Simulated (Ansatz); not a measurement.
# Co (P-3m1) in Ansatz: notebook

One crystal, Co, is run at these levels: PBEsol; tasks: single point, equation of state.

All numbers are computed with Ansatz 0.2.0; they aren't measurements. Logs are shortened: lines on timing, memory, paths and dates and some standing lists are left out, and cuts for length are marked.

**1. The structure**

Symmetry: P-3m1, No. 164, trigonal system. The conventional cell has a = 2.487 Å, b = 2.487 Å, c = 4.063 Å, α = 90.00°, β = 90.00°, γ = 120.00°. Around Co (site symmetry 3m) lie 12 Co at 2.42 to 2.55 Å.

**2. Single point, PBEsol, collinear spin, ferromagnetic start, 10.23 Å³/atom (volume scaled by 0.94)**

File input.yaml:

```yaml
crystal:
  lattice:
    - [2.4365880777, 0.0, 0.0]
    - [-1.2182940388, 2.1101471738, 0.0]
    - [0.0, 0.0, 3.9803419532]
  atoms:
    - { symbol: Co, position: [0.3333333333, 0.6666666667, 0.740139], spin: 2.0 }
    - { symbol: Co, position: [0.6666666667, 0.3333333333, 0.259861], spin: 2.0 }
kpoints:
  mp_grid: { grid: [12, 12, 7] }
scf:
  occupations: { method: fermi_dirac, width: 0.05 }
hamiltonian:
  xc: pbesol
  pseudopotentials: { kind: all_electron, lapw: { basis_error: 0.001 } }
magnetization:
  spin_polarized: true
output:
  forces: true
  stress: true
  eigenvalues: true
```

Potentials or basis: all-electron LAPW, scalar-relativistic.

Started as:

```
$ ansatz run input.yaml --threads 2 --pin off --max-ram 6144MiB --backend cpu --events-out ev --progress --plain --runs-dir out
```

Log:

```text
Warning: RAYON_NUM_THREADS=2 ignored (pool sized by the plan → 2); use --threads N
LAPW: plane waves up to 9.506 Å⁻¹, error target 1.0e-3 eV per atom; small_component_spin mean_spin; Co in spheres of 1.187 Å, 17 of its electrons in bands, Dirac shells [] (how accurate: hamiltonian.pseudopotentials.lapw.basis_error, Limitations)
Engine: ansatz 0.2.0, x86_64-unknown-linux-gnu
Pseudopotentials: kind: all_electron
Pseudopotential: Co, LAPW, valence charge 17, lapw/all_electron/scalar/gaussian/Co, Koelling and Harmon's equation, gaussian nucleus
Functional definition: PBEsol
  exchange = pbesol_x
  correlation = pbesol_c
Crystal: 2 atoms, lattice volume = 20.465 Å³
Basis set: ecut = 344.2881721643635 eV, 313 PW (Γ), exchange–correlation at level 2
Bands: 23, of which v1, the nominal top of the filled ones, is band 17 counted from 1 (16 counted from 0)
Symmetry: 12 space group operations
Space group: P-3m1 (ITA 164), of the structure as read, at distance tolerance 2.7e-5 Å
Magnetic group: BNS 164.85 (UNI 1315), of the structure as read, at distance tolerance 2.7e-5 Å
k-points: 112 of 1008
Non-local potential: Co, projectors of the file, none
Initial density: superposition of atomic densities (chi_scale 0.1, normalization cell)
Starting moments: Σ|m| = 4 μB on 2 of 2 sites
Initial wavefunctions: plane waves of lowest kinetic energy (no species holds an atomic orbital)
Functional: x = pbesol(κ = 0.804, μ = 0.12345679012345678), c = pbesol(β = 0.046)
iter 1 solved again at ethr=2.09e-4 eV; its pass at ethr=1.00e-1 eV (dr2=7.12e-2 eV) is discarded
SCF iter   1: F=—  HF=-75768.698619 eV  |F-HF|=—  |Δ(HF+E_count)|=         —  Δρ=2.20e-2 (↑2.17e-2 ↓2.20e-2)  dr2=7.13e-2  dr2_m=7.93e-2  M=3.173 μB ∫|m|=3.279 μB  β_m=0.30  ethr=2.09e-4  ⟨swp⟩=2.9  Hψ=37558  notcnv=0
Mixer restart at iter 1: flushing history
preconditioner: auto → none  [metal: Δε(μ)=0.008 eV  Ē_g=10.126 eV  σ=0.050 eV  W_gap=0.04  n_scr=2 (ndim 8)  ℏωp=34.8 eV  f_vac=0.000  D(μ)=1.92/eV (n_scr^D=22)  sad-step TF]
SCF iter   2: F=—  HF=-75768.764910 eV  |F-HF|=—  |Δ(HF+E_count)|=   6.63e-2  Δρ=1.59e-2 (↑1.51e-2 ↓1.59e-2)  dr2=4.68e-2  dr2_m=4.02e-2  M=3.161 μB ∫|m|=3.300 μB  β_m=0.45  ethr=2.09e-4  ⟨swp⟩=2.0  Hψ=14713  notcnv=0
SCF iter   3: F=—  HF=-75768.817569 eV  |F-HF|=—  |Δ(HF+E_count)|=   5.27e-2  Δρ=6.85e-3 (↑6.85e-3 ↓6.78e-3)  dr2=4.69e-3  dr2_m=7.46e-3  M=3.116 μB ∫|m|=3.318 μB  β_m=0.43  ethr=1.38e-4  ⟨swp⟩=2.7  Hψ=15747  notcnv=0
SCF iter   4: F=—  HF=-75768.833417 eV  |F-HF|=—  |Δ(HF+E_count)|=   1.58e-2  Δρ=2.22e-3 (↑1.80e-3 ↓2.22e-3)  dr2=5.81e-4  dr2_m=6.36e-4  M=3.109 μB ∫|m|=3.346 μB  β_m=0.49  ethr=1.38e-5  ⟨swp⟩=2.9  Hψ=15312  notcnv=0
SCF iter   5: F=—  HF=-75768.835998 eV  |F-HF|=—  |Δ(HF+E_count)|=   2.58e-3  Δρ=9.56e-4 (↑6.92e-4 ↓9.56e-4)  dr2=8.12e-5  dr2_m=1.12e-4  M=3.108 μB ∫|m|=3.360 μB  β_m=0.74  ethr=1.71e-6  ⟨swp⟩=2.8  Hψ=14726  notcnv=0
SCF iter   6: F=—  HF=-75768.836700 eV  |F-HF|=—  |Δ(HF+E_count)|=   7.02e-4  Δρ=4.63e-4 (↑2.72e-4 ↓4.63e-4)  dr2=2.19e-5  dr2_m=2.05e-5  M=3.110 μB ∫|m|=3.373 μB  β_m=0.78  ethr=2.39e-7  ⟨swp⟩=3.0  Hψ=15700  notcnv=0
iter 7 solved again at ethr=4.33e-9 eV; its pass at ethr=6.43e-8 eV (dr2=1.47e-6 eV) is discarded
SCF iter   7: F=—  HF=-75768.836851 eV  |F-HF|=—  |Δ(HF+E_count)|=   1.52e-4  Δρ=1.01e-4 (↑5.80e-5 ↓1.01e-4)  dr2=1.47e-6  dr2_m=9.38e-7  M=3.112 μB ∫|m|=3.381 μB  β_m=0.77  ethr=4.33e-9  ⟨swp⟩=2.0  Hψ=25393  notcnv=0
SCF iter   8: F=—  HF=-75768.836859 eV  |F-HF|=—  |Δ(HF+E_count)|=   7.41e-6  Δρ=1.07e-5 (↑5.70e-6 ↓1.07e-5)  dr2=2.15e-8  dr2_m=1.01e-8  M=3.113 μB ∫|m|=3.383 μB  β_m=0.81  ethr=4.33e-9  ⟨swp⟩=3.0  Hψ=15199  notcnv=0
SCF iter   9: F=-75768.836859 eV  HF=-75768.836859 eV  |F-HF|=2.04e-10  |Δ(HF+E_count)|=   6.71e-8  Δρ=8.76e-7 (↑6.59e-7 ↓8.76e-7)  dr2=3.17e-11  dr2_m=1.06e-10  M=3.113 μB ∫|m|=3.383 μB  ethr=6.33e-11  ⟨swp⟩=3.0  Hψ=15535  notcnv=0
SCF 1 converged in 9 iterations: F = -75768.836859 eV  dr2 = 3.17e-11
SCF converged after 9 iterations
Magnetization: 3.1128 μB (18.5564 up, 15.4436 down)
Absolute magnetization: 3.3830 μB (∫|ρ↑−ρ↓|)
Spin contamination: 0.0435 ħ² per cell (⟨S²⟩ above its minimum at these occupations)
Per-site moments (μB) at R_I (Å): [(1.6089763452029047, 1.1867467870194666), (1.6089763452029047, 1.1867467870194666)]
Free energy (F): -75768.836859 eV
Harris-Foulkes:  -75768.836859 eV  (|F-HF|=2.04e-10)
Internal energy: -75768.821304 eV  (E = F + TS)
E sigma→0 (E₀):  -75768.829082 eV
Entropy (-TS):   -0.015555 eV (-7.777 meV/atom)
Fermi energy:    20.293086 eV
--- Per-component energies (eV) ---
  E_band       = -433.727668
  E_kinetic    = 76889.083655
  E_xc         = -3182.754858
  E_electrostatic = -149475.150101  (all electrons and nuclei)
  E_smearing   = -0.015555  (= −TS)
  E_closure    = 0.000000  (closes the sum)
  E_atoms      = -75750.878730  (free atoms, spherical and without spin; not in F)
  Σ components = -75768.836859   (vs F -75768.836859, Δ=0.00e0)
  Basis errors (estimates in eV, not in F): energy 2.6e-4 per atom: plane waves 2.2e-4 (1.1e-4 summed), levels above the bands 3.9e-91, relativity 1.2e-8, radial functions 4.1e-5, core shells 3.8e-9; eigenvalues (radial functions only) 7.4e-7; not estimated: angular momenta, meshes, grids; target (lapw.basis_error) 1.0e-3; muffin-tin radii Co 1.187 Å
--- Forces (eV/Å), atoms counted from 1 ---
  atom   1  Co     0.00000000     0.00000000     0.66796260
  atom   2  Co    -0.00000000    -0.00000000    -0.66796260
  max |Σ_I F_I| component: 2.22e-16 eV/Å
--- Stress (GPa, compression-positive) ---
        5.291714       0.000000       0.000000
       -0.000000       5.291714      -0.000000
        0.000000      -0.000000       2.105240
  P = ⅓ Tr σ = 4.2296 GPa (42.296 kbar)
--- Band table (eV; the first three rows and the last of 224) ---
  k-point 0 ↑: bands = ["-75.4942", "-75.4186", "-39.0729", "-38.7127", "-38.7127", "-38.6629", "-38.6538", "-38.6538", "10.8587", "14.7643", "17.5297", "17.5963", "17.5963", "17.9239", "17.9239", "18.3985", "18.3985", "19.5830", "19.5830", "19.9362", "26.9135", "42.5766", "45.6455"]
  k-point 1 ↑: bands = ["-75.4909", "-75.4219", "-39.0540", "-38.7102", "-38.7102", "-38.6824", "-38.6563", "-38.6563", "11.0704", "14.7155", "17.4665", "17.5472", "17.5472", "17.8724", "17.8724", "18.5189", "18.5189", "19.2051", "19.5705", "19.5705", "28.0642", "42.4467", "44.3058"]
  k-point 2 ↑: bands = ["-75.4819", "-75.4310", "-39.0021", "-38.7357", "-38.7032", "-38.7032", "-38.6633", "-38.6633", "11.6839", "14.4415", "17.2820", "17.4867", "17.4867", "17.7410", "17.7410", "18.0157", "18.7863", "18.7863", "19.5110", "19.5110", "30.6408", "40.7032", "42.9453"]
  k-point 111 ↓: bands = ["-73.4284", "-73.4284", "-37.0758", "-37.0758", "-37.0156", "-36.9650", "-36.8067", "-36.8067", "17.1972", "17.4518", "17.4518", "17.5997", "18.3912", "18.3912", "19.7959", "20.2922", "21.4188", "21.4188", "26.9758", "26.9758", "28.0991", "29.3977", "31.1928"]
```

Wall time 30 s (2 threads of Intel Xeon Platinum 8375C at 2.90GHz (Ice Lake), shared host); peak memory 0.65 GiB.

What came out:

| Quantity | Value |
| --- | --- |
| Free energy | -75768.8369 eV |
| Pressure | 4.2 GPa |
| Largest force | 0.668 eV/Å |
| Band gap on the k mesh | none (metal or under the smearing width) |
| Net moment | 3.11 μB per cell |
| Absolute moment | 3.38 μB per cell |
| Site moments | Co +1.61 μB |

**3. Single point, PBEsol, collinear spin, ferromagnetic start, 10.45 Å³/atom (volume scaled by 0.96)**

Edit input.yaml of step 2 so:

```diff
@@ -2,5 +2,5 @@
   lattice:
-    - [2.4365880777, 0.0, 0.0]
-    - [-1.2182940388, 2.1101471738, 0.0]
-    - [0.0, 0.0, 3.9803419532]
+    - [2.453747714, 0.0, 0.0]
+    - [-1.226873857, 2.1250078548, 0.0]
+    - [0.0, 0.0, 4.0083734539]
   atoms:
```

Potentials or basis: all-electron LAPW, scalar-relativistic.

Started as:

```
$ ansatz run input.yaml --threads 2 --pin off --max-ram 6144MiB --backend cpu --events-out ev --progress --plain --runs-dir out
```

It took 34 s on 2 threads of Intel Xeon Platinum 8375C at 2.90GHz (Ice Lake), shared host; peak memory 0.65 GiB.

The run converged. Its results:

```
Free energy            : -75768.8414 eV
Pressure               : -0.8 GPa
Largest force          : 0.584 eV/Å
Band gap on the k mesh : none (metal or under the smearing width)
Net moment             : 3.17 μB per cell
Absolute moment        : 3.45 μB per cell
Site moments           : Co +1.64 μB
```

**4. Single point, PBEsol, collinear spin, ferromagnetic start, 10.67 Å³/atom (volume scaled by 0.98)**

Edit input.yaml of step 3 so:

```diff
@@ -2,5 +2,5 @@
   lattice:
-    - [2.453747714, 0.0, 0.0]
-    - [-1.226873857, 2.1250078548, 0.0]
-    - [0.0, 0.0, 4.0083734539]
+    - [2.4706706468, 0.0, 0.0]
+    - [-1.2353353234, 2.1396635445, 0.0]
+    - [0.0, 0.0, 4.0360182824]
   atoms:
```

Started as:

```
$ ansatz run input.yaml --threads 2 --pin off --max-ram 6144MiB --backend cpu --events-out ev --progress --plain --runs-dir out
```

Run time: 31 s. Hardware: 2 threads of Intel Xeon Platinum 8375C at 2.90GHz (Ice Lake), shared host; peak memory 0.65 GiB.

The run converged. Its results:

* Free energy: -75768.8330 eV
* Pressure: -5.3 GPa
* Largest force: 0.508 eV/Å
* Band gap on the k mesh: none (metal or under the smearing width)
* Net moment: 3.22 μB per cell
* Absolute moment: 3.51 μB per cell
* Site moments: Co +1.67 μB

**5. Single point, PBEsol, collinear spin, ferromagnetic start, 10.89 Å³/atom**

Edit input.yaml of step 4 so:

```diff
@@ -2,5 +2,5 @@
   lattice:
-    - [2.4706706468, 0.0, 0.0]
-    - [-1.2353353234, 2.1396635445, 0.0]
-    - [0.0, 0.0, 4.0360182824]
+    - [2.4873648738, 0.0, 0.0]
+    - [-1.2436824369, 2.1541211692, 0.0]
+    - [0.0, 0.0, 4.0632895034]
   atoms:
```

Started as:

```
$ ansatz run input.yaml --threads 2 --pin off --max-ram 6144MiB --backend cpu --events-out ev --progress --plain --runs-dir out
```

Wall time 32 s (2 threads of Intel Xeon Platinum 8375C at 2.90GHz (Ice Lake), shared host); peak memory 0.65 GiB.

Results (log left out):

```yaml
Free_energy: -75768.8129 eV
Pressure: -9.4 GPa
Largest_force: 0.439 eV/Å
Band_gap_on_the_k_mesh: none (metal or under the smearing width)
Net_moment: 3.26 μB per cell
Absolute_moment: 3.56 μB per cell
Site_moments: Co +1.69 μB
```

**6. Single point, PBEsol, collinear spin, ferromagnetic start, 11.10 Å³/atom (volume scaled by 1.02)**

Edit input.yaml of step 5 so:

```diff
@@ -2,5 +2,5 @@
   lattice:
-    - [2.4873648738, 0.0, 0.0]
-    - [-1.2436824369, 2.1541211692, 0.0]
-    - [0.0, 0.0, 4.0632895034]
+    - [2.5038379689, 0.0, 0.0]
+    - [-1.2519189845, 2.1683872881, 0.0]
+    - [0.0, 0.0, 4.0901994896]
   atoms:
```

Potentials or basis: all-electron LAPW, scalar-relativistic.

Started as:

```
$ ansatz run input.yaml --threads 2 --pin off --max-ram 6144MiB --backend cpu --events-out ev --progress --plain --runs-dir out
```

Run time: 38 s. Hardware: 2 threads of Intel Xeon Platinum 8375C at 2.90GHz (Ice Lake), shared host; peak memory 0.65 GiB.

Results (log left out):

* Free energy: -75768.7823 eV
* Pressure: -13.0 GPa
* Largest force: 0.378 eV/Å
* Band gap on the k mesh: none (metal or under the smearing width)
* Net moment: 3.30 μB per cell
* Absolute moment: 3.61 μB per cell
* Site moments: Co +1.71 μB

**7. Single point, PBEsol, collinear spin, ferromagnetic start, 11.32 Å³/atom (volume scaled by 1.04)**

Edit input.yaml of step 6 so:

```diff
@@ -2,5 +2,5 @@
   lattice:
-    - [2.5038379689, 0.0, 0.0]
-    - [-1.2519189845, 2.1683872881, 0.0]
-    - [0.0, 0.0, 4.0901994896]
+    - [2.5200971126, 0.0, 0.0]
+    - [-1.2600485563, 2.1824681195, 0.0]
+    - [0.0, 0.0, 4.1167599708]
   atoms:
```

Started as:

```
$ ansatz run input.yaml --threads 2 --pin off --max-ram 6144MiB --backend cpu --events-out ev --progress --plain --runs-dir out
```

Run time: 41 s. Hardware: 2 threads of Intel Xeon Platinum 8375C at 2.90GHz (Ice Lake), shared host; peak memory 0.65 GiB.

The run converged. Its results:

| Quantity | Value |
| --- | --- |
| Free energy | -75768.7423 eV |
| Pressure | -16.3 GPa |
| Largest force | 0.322 eV/Å |
| Band gap on the k mesh | none (metal or under the smearing width) |
| Net moment | 3.33 μB per cell |
| Absolute moment | 3.65 μB per cell |
| Site moments | Co +1.72 μB |

**8. Single point, PBEsol, collinear spin, ferromagnetic start, 11.54 Å³/atom (volume scaled by 1.06)**

Edit input.yaml of step 7 so:

```diff
@@ -2,5 +2,5 @@
   lattice:
-    - [2.5200971126, 0.0, 0.0]
-    - [-1.2600485563, 2.1824681195, 0.0]
-    - [0.0, 0.0, 4.1167599708]
+    - [2.5361491194, 0.0, 0.0]
+    - [-1.2680745597, 2.1963695652, 0.0]
+    - [0.0, 0.0, 4.1429820789]
   atoms:
```

Started as:

```
$ ansatz run input.yaml --threads 2 --pin off --max-ram 6144MiB --backend cpu --events-out ev --progress --plain --runs-dir out
```

Wall time 40 s (2 threads of Intel Xeon Platinum 8375C at 2.90GHz (Ice Lake), shared host); peak memory 0.65 GiB.

It converged, with:

| Quantity | Value |
| --- | --- |
| Free energy | -75768.6940 eV |
| Pressure | -19.2 GPa |
| Largest force | 0.270 eV/Å |
| Band gap on the k mesh | none (metal or under the smearing width) |
| Net moment | 3.35 μB per cell |
| Absolute moment | 3.68 μB per cell |
| Site moments | Co +1.74 μB |

**9. Equation of state, PBEsol, collinear spin, ferromagnetic start**

Potentials or basis: all-electron LAPW, scalar-relativistic.

This step only gathers the single runs of the series.

What came out:

* Equilibrium volume: 10.41 Å³/atom
* Bulk modulus at fixed shape and positions: 233 GPa
* Pressure derivative of the bulk modulus: 4.2

Energy against volume, from the lowest point:
| volume (Å³/atom) | energy (meV/atom) |
| --- | --- |
| 10.233 | 2.27 |
| 10.450 | 0.00 |
| 10.668 | 4.21 |
| 10.886 | 14.26 |
| 11.103 | 29.55 |
| 11.321 | 49.52 |
| 11.539 | 73.71 |

Caveat: the cell was scaled at fixed shape and fractional positions, which overstates the stiffness of a crystal with free parameters, most of all of layers and chains.
